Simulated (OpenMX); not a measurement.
Runs of OpenMX 3.8.5 on SnSe. It takes space group Fm-3m (No. 225, cubic). The conventional cell has a = 6.020 Å, b = 6.020 Å, c = 6.020 Å, α = 90.00°, β = 90.00°, γ = 90.00°. Around Sn (site symmetry m-3m) lie 6 Se at 3.01 Å. Se (site symmetry m-3m) has 6 Sn at 3.01 Å as nearest neighbours. Measurements of this composition are mostly on another form, of space group No. 62.

```tsv
task	level	potentials or basis	spin	k mesh	SCF threshold	max SCF cycles	grid points, held for all volumes	pressure (GPa)	V0 of scaled cells (Å³/atom)	B0 (GPa)
band structure	PBE	OpenMX 2013 PBE set, Sn7.0-s3p2d1, Se7.0-s3p2d1, grid cutoff 500 Ry	off	9 × 9 × 9	1e-08 Ha	100	-	0.5	-	-
equation of state	PBE	OpenMX 2013 PBE set, Sn7.0-s3p2d1, Se7.0-s3p2d1, fixed grid of 48 × 48 × 48 points	off	9 × 9 × 9	1e-08 Ha	-	48 × 48 × 48	-	27.57	49
band structure	PBE	OpenMX 2013 PBE set, Sn7.0-s3p2d2, Se7.0-s3p2d2, grid cutoff 500 Ry	off	9 × 9 × 9	1e-08 Ha	100	-	(a)	-	-
band structure	LDA	OpenMX 2013 LDA set, Sn7.0-s3p2d2, Se7.0-s3p2d2, grid cutoff 500 Ry	off	9 × 9 × 9	1e-08 Ha	100	-	-2.8	-	-
equation of state	LDA	OpenMX 2013 LDA set, Sn7.0-s3p2d2, Se7.0-s3p2d2, fixed grid of 48 × 48 × 48 points	off	9 × 9 × 9	1e-08 Ha	-	48 × 48 × 48	-	25.94	(b)
```

Alike in all rows: cell as given; smearing fermi-dirac 0.05 eV.

**Question.** Fill in the values left out.

**Answer.** (a) 1.5; (b) 62.

Caveats: the basis has few d functions beyond the semicore shells, which can make volumes several per cent too large; the basis of atomic orbitals isn't converged, which shifts pressures, moduli and gaps; volumes in these bases differ from converged ones by about 1 %, for some elements by several (some runs).
